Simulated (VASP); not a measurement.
# Au (Fm-3m) in VASP: further runs, part 2 of 2

VASP 6.6.1. Earlier steps stand in the parts before.

## Step 4: Relaxation of cell and atoms, RPBE

This run uses another cell than the first one, of 18.48 Å³/atom, 1.096 times its volume.

The input, INCAR:

```
SYSTEM = Au
PREC = Accurate ; ENCUT = 600
EDIFF = 1E-7 ; ISMEAR = 1
SIGMA = 0.1 ; LREAL = .FALSE.
LASPH = .TRUE. ; NELM = 80
ALGO = Normal ; ISIF = 3
LWAVE = .FALSE. ; LCHARG = .FALSE.
GGA = RP ; IBRION = 2
NSW = 90 ; EDIFFG = -0.005
```

The input, KPOINTS:

```
regular mesh
0
G
  16 16 16
  0 0 0
```

The input, POSCAR:

```
Au                                      
1.0
   -0.0000000000      2.0982436574      2.0982436574
    2.0982436574     -0.0000000000      2.0982436574
    2.0982436574      2.0982436574     -0.0000000000
  Au            
     1
Direct
     0.0000000000000000    0.0000000000000000    0.0000000000000000
```

Potentials or basis: VASP PAW PBE potentials, release 64 (Au).

Run with:

```
> cat potpaw_PBE.64/Au/POTCAR > POTCAR
> mpirun -np 1 vasp_std > vasp.out
```

OUTCAR:

```text
SYSTEM = Au
   PREC = Accurate
   ENCUT = 600
   EDIFF = 1E-7
   ISMEAR = 1
   LREAL = .FALSE.
   LASPH = .TRUE.
   NELM = 80
   ISIF = 3
   GGA = RP
   IBRION = 2
   NSW = 90
   EDIFFG = -0.005

 ion  position               nearest neighbor table
   1  0.000  0.000  0.000-

  LATTYP: Found a face centered cubic cell.
 ALAT       =     4.1964873148

  Lattice vectors:

 A1 = (   0.0000000000,   2.0982436574,   2.0982436574)
 A2 = (   2.0982436574,   0.0000000000,   2.0982436574)
 A3 = (   2.0982436574,   2.0982436574,   0.0000000000)

Analysis of symmetry for initial positions (statically):
=====================================================================
 Subroutine PRICEL returns:
 Original cell was already a primitive cell.

 Routine SETGRP: Setting up the symmetry group for a
 face centered cubic supercell.

 Subroutine GETGRP returns: Found 48 space group operations
 (whereof 48 operations were pure point group operations)
 out of a pool of 48 trial point group operations.

The static configuration has the point symmetry O_h .

Analysis of symmetry for dynamics (positions and initial velocities):
=====================================================================
 Subroutine PRICEL returns:
 Original cell was already a primitive cell.

 Routine SETGRP: Setting up the symmetry group for a
 face centered cubic supercell.

 Subroutine GETGRP returns: Found 48 space group operations
 (whereof 48 operations were pure point group operations)
 out of a pool of 48 trial point group operations.

The dynamic configuration has the point symmetry O_h .

 Subroutine INISYM returns: Found 48 space group operations
 (whereof 48 operations are pure point group operations),
 and found     1 'primitive' translations

----------------------------------------------------------------------------------------

                                     Primitive cell

  volume of cell :      18.4756

  direct lattice vectors                    reciprocal lattice vectors
     0.000000000  2.098243657  2.098243657    -0.238294537  0.238294537  0.238294537
     2.098243657  0.000000000  2.098243657     0.238294537 -0.238294537  0.238294537
     2.098243657  2.098243657  0.000000000     0.238294537  0.238294537 -0.238294537

  length of vectors
     2.967364637  2.967364637  2.967364637     0.412738245  0.412738245  0.412738245

  position of ions in fractional coordinates (direct lattice)
     0.000000000  0.000000000  0.000000000

  ion indices of the primitive-cell ions
   primitive index   ion index
                 1           1

----------------------------------------------------------------------------------------

 KPOINTS: regular mesh

Automatic generation of k-mesh.
 Grid dimensions read from file:
 generate k-points for:   16   16   16

 Generating k-lattice:

  Cartesian coordinates                     Fractional coordinates (reciprocal lattice)
    -0.014893409  0.014893409  0.014893409     0.062500000  0.000000000  0.000000000
     0.014893409 -0.014893409  0.014893409     0.000000000  0.062500000  0.000000000
     0.014893409  0.014893409 -0.014893409     0.000000000  0.000000000  0.062500000

  Length of vectors
     0.025796140  0.025796140  0.025796140

  Shift w.r.t. Gamma in fractional coordinates (k-lattice)
     0.000000000  0.000000000  0.000000000

 Subroutine IBZKPT returns following result:
 ===========================================

 Found    145 irreducible k-points:

 Following reciprocal coordinates:
            Coordinates               Weight
  0.000000  0.000000  0.000000      1.000000
  0.062500  0.000000  0.000000      8.000000
  0.125000  0.000000  0.000000      8.000000
  0.187500  0.000000  0.000000      8.000000
  0.250000  0.000000  0.000000      8.000000
  0.312500  0.000000  0.000000      8.000000
[... 16 lines left out ...]
 -0.125000  0.062500  0.000000     24.000000
 -0.062500  0.062500  0.000000     12.000000
 [... further k-points ...]
   k-points           NKPTS =    145   k-points in BZ     NKDIM =    145   number of bands    NBANDS=      9
   number of dos      NEDOS =    301   number of ions     NIONS =      1
   total plane-waves  NPLWV =  13824
   dimension x,y,z NGX =    24 NGY =   24 NGZ =   24
   dimension x,y,z NGXF=    48 NGYF=   48 NGZF=   48
   ions per type =               1
   NGX,Y,Z   is equivalent  to a cutoff of  13.45, 13.45, 13.45 a.u.
   NGXF,Y,Z  is equivalent  to a cutoff of  26.89, 26.89, 26.89 a.u.
 SYSTEM =  Au
   PREC   = accura    normal or accurate (medium, high low for compatibility)
   ISTART =      0    job   : 0-new  1-cont  2-samecut
   ICHARG =      2    charge: 1-file 2-atom 10-const
   ISPIN  =      1    spin polarized calculation?
   LNONCOLLINEAR =      F non collinear calculations
   LSORBIT =      F    spin-orbit coupling
   LASPH  =      T    aspherical Exc in radial PAW
   ENCUT  =  600.0 eV  44.10 Ry    6.64 a.u.   5.93  5.93  5.93*2*pi/ulx,y,z
   NELM   =     80;   NELMIN=  2; NELMDL= -5     # of ELM steps
   EDIFF  = 0.1E-06   stopping-criterion for ELM
   LREAL  =      F    real-space projection
   EDIFFG = -.5E-02   stopping-criterion for IOM
   NSW    =     90    number of steps for IOM
   IBRION =      2    ionic relax: 0-MD 1-quasi-New 2-CG
   NFREE  =      1    steps in history (QN), initial steepest desc. (CG)
   ISIF   =      3    stress and relaxation
   ISYM   =      2    0-nonsym 1-usesym 2-fastsym
   POTIM  = 0.5000    time-step for ionic-motion
   TEBEG  =    0.0;   TEEND  =   0.0 temperature during run
   PSTRESS=    0.0 pullay stress
   NELECT =      11.0000    total number of electrons
   NUPDOWN=      -1.0000    fix difference up-down
   EMIN   =  10.00;   EMAX   =-10.00  energy-range for DOS
   EFERMI =   0.00;   METHOD = LEGACY
   ISMEAR =     1;   SIGMA  =   0.10  broadening in eV -4-tet -1-fermi 0-gaus
   EFERMI_NEDOS =   21; number of points for ismear=-14 and -15
   IALGO  =     38    algorithm
   IMIX   =      4    mixing-type and parameters
     AMIX     =   0.40;   BMIX     =  1.00
     AMIX_MAG =   1.60;   BMIX_MAG =  1.00
  volume/ion in A,a.u.               =      18.48       124.68
  Fermi-wavevector in a.u.,A,eV,Ry     =   1.377230  2.602587 25.807020  1.896762
  Thomas-Fermi vector in A             =   2.502402
   LORBIT       =      0    0 simple, 1 ext, 2 COOP (PROOUT), +10 PAW based schemes
   GGA     = RP    functional components
   LHFCALC =     F    Hartree Fock is set to
   AEXX    =    0.0000 exact exchange contribution
   IVDW    =     0    specifies the selected vdW correction
   LEPSILON=     F    determine dielectric tensor
   LRPA    =     F    only Hartree local field effects (RPA)
 conjugate gradient relaxation of ions
 non-spin polarized calculation
 Methfessel and Paxton  Order N= 1 SIGMA  =   0.10
  energy-cutoff  :      600.00
  volume of cell :       18.48
 maximum number of plane-waves:       636
   NGX = 11   NGY = 11   NGZ = 11

 number of electron      10.9999999 magnetization

 Free energy of the ion-electron system (eV)
  ---------------------------------------------------
  ext. energy  EPLUGINS =         0.00000000
  ---------------------------------------------------
  free energy    TOTEN  =        -2.63657544 eV

  energy without entropy =       -2.63667556  energy(sigma->0) =       -2.63660881

 E-fermi :   8.2317     XC(G=0): -12.1426

 val. band max:        8.2229363050   @ k =   0.5000   0.3125   0.1250
 cond. band min:       8.3094617561   @ k =   0.5000   0.1875   0.0625
 fundamental gap:      0.0865254511
 Fermi energy:         8.2316879819

 k-point     1 :       0.0000    0.0000    0.0000
  band No.  band energies     occupation
      1      -0.6998      2.00000
      2       4.0060      2.00000
      3       4.0060      2.00000
      4       4.0060      2.00000
      5       5.3102      2.00000
      6       5.3102      2.00000
      7      22.8836      0.00000
      8      26.4488      0.00000
      9      26.4488      0.00000
[... 265 lines left out ...]
 k-point    24 :      -0.0625    0.0625    0.0000
  band No.  band energies     occupation
      1      -0.3651      2.00000
      2       3.8955      2.00000
      3       4.1042      2.00000
      4       4.1352      2.00000
      5       5.2054      2.00000
      6       5.3336      2.00000
      7      23.1908      0.00000
      8      24.7156      0.00000
      9      26.1276      0.00000

 [... further k-points ...]

------------------------ aborting loop because EDIFF is reached ----------------------------------------

  FORCE on cell =-STRESS in cart. coord.  units (eV):
  Direction    XX          YY          ZZ          XY          YZ          ZX
  --------------------------------------------------------------------------------------
  -------------------------------------------------------------------------------------
  Total       -0.0017732     -0.0017732     -0.0017732      0.0000000      0.0000000     -0.0000000
  in kB       -0.1537703     -0.1537703     -0.1537703      0.0000000      0.0000000     -0.0000000
  external PRESSURE =      -0.1537703 kB  Pullay stress =       0.0000000 kB

 VOLUME and BASIS-vectors are now :
 -----------------------------------------------------------------------------
  energy-cutoff  :      600.00
  volume of cell :       18.48
      direct lattice vectors                 reciprocal lattice vectors
     0.000000000  2.098243657  2.098243657    -0.238294537  0.238294537  0.238294537
     2.098243657  0.000000000  2.098243657     0.238294537 -0.238294537  0.238294537
     2.098243657  2.098243657  0.000000000     0.238294537  0.238294537 -0.238294537

 POSITION                                       TOTAL-FORCE (eV/Angst)
 -----------------------------------------------------------------------------------
      0.00000      0.00000      0.00000         0.000000      0.000000      0.000000
 -----------------------------------------------------------------------------------
    total drift:                               -0.000000      0.000000      0.000000

  FREE ENERGIE OF THE ION-ELECTRON SYSTEM (eV)
  ---------------------------------------------------
  free  energy   TOTEN  =        -2.6365754354 eV

  energy  without entropy=       -2.6366755551  energy(sigma->0) =       -2.63660881

 reached required accuracy - stopping structural energy minimisation
```

Run time: 9.4 s. Hardware: 1 thread of Intel Xeon Platinum 8488C (Sapphire Rapids), shared host; peak memory 0.16 GiB.

Results:

```
Free energy             : -2.6366 eV
Pressure after relaxing : 0.0 GPa
Band gap on the k mesh  : none (metal or under the smearing width)
```

Final structure:
```xyz
1
Lattice="0.0000 2.0982 2.0982 2.0982 0.0000 2.0982 2.0982 2.0982 0.0000" Properties=species:S:1:pos:R:3 pbc="T T T"
Au    0.0000    0.0000    0.0000
```

Caveat: the relaxation stopped at its first step, so nothing moved; the PAW data sets were made with another functional, which shifts forces and pressure a little. The run has no spin-orbit coupling, so splittings on Au are missing.
